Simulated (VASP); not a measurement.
# As: band structure with r2SCAN

The system is As.

```
As
1.0
     1.89451    1.09379    3.36035
    -1.89451    1.09379    3.36035
     0.00000   -2.18759    3.36035
As
2
Cartesian
  0.0000 0.0000 7.7561
  0.0000 0.0000 2.3250
```

```json
{
 "Program": "VASP 6.6.1",
 "Task": "band structure",
 "Functional": "r2SCAN",
 "Potentials or basis": "VASP PAW PBE potentials, release 64 (As)",
 "Cutoff": "520 eV",
 "k mesh": "12 × 12 × 12",
 "Occupations": "methfessel-paxton, width 0.1 eV",
 "Spin": "no spin polarisation",
 "Further INCAR settings": "ALGO = Normal; EDIFF = 1e-07"
}
```

The pressure is 1.3 GPa. The largest force is 0.267 eV/Å. The band gap along the path is none (metal or under the smearing width).

Forces in eV/Å, atoms in the order of the input:
```
As   0.000  0.000  0.267
As   0.000  0.000 -0.267
```

Stress tensor (GPa, compression positive):
```
0.93 0.00 0.00
0.00 0.93 0.00
0.00 0.00 2.01
```

Levels at the corners of the path, in eV from the Fermi level:
```tsv
point	band 2	band 3	band 4	band 5	band 6	band 7	band 8	band 9
Γ	-5.75	-2.66	-2.39	-2.39	2.18	3.18	3.18	6.81
L	-11.89	-2.87	-2.65	-0.45	-0.22	0.36	0.82	10.08
L	-11.89	-2.87	-2.65	-0.45	-0.22	0.36	0.82	10.07
B1	-11.25	-6.39	-5.98	-1.31	1.03	5.73	5.89	7.37
B	-11.25	-6.39	-5.98	-1.31	1.03	5.73	5.89	7.38
Z	-10.93	-1.98	-1.98	-0.56	0.24	0.24	1.60	9.13
Z	-10.93	-1.98	-1.98	-0.56	0.24	0.24	1.60	9.13
Γ	-5.75	-2.66	-2.39	-2.39	2.18	3.18	3.18	6.81
Γ	-5.75	-2.66	-2.39	-2.39	2.18	3.18	3.18	6.81
X	-11.41	-6.69	-3.97	-3.73	3.31	3.74	5.56	6.89
Q	-11.41	-6.69	-3.97	-3.73	3.31	3.74	5.56	6.89
F	-10.01	-6.69	-4.70	-4.66	1.80	5.88	7.02	8.03
F	-10.01	-6.69	-4.70	-4.66	1.80	5.88	7.02	8.03
P1	-10.75	-6.72	-4.20	-3.45	2.72	3.88	6.20	7.05
P1	-10.75	-6.72	-4.20	-3.45	2.72	3.88	6.20	7.05
Z	-10.93	-1.98	-1.98	-0.56	0.24	0.24	1.60	9.13
L	-11.89	-2.87	-2.65	-0.45	-0.22	0.36	0.82	10.15
P	-10.75	-6.72	-4.20	-3.45	2.72	3.88	6.20	7.05
```

It took 65 s on 4 MPI ranks on Intel(R) Xeon(R) 6975P-C (Granite Rapids), with other jobs on the host, peak memory 0.24 GiB a rank.

Caveat: the PAW data sets were made with another functional, which shifts forces and pressure a little.
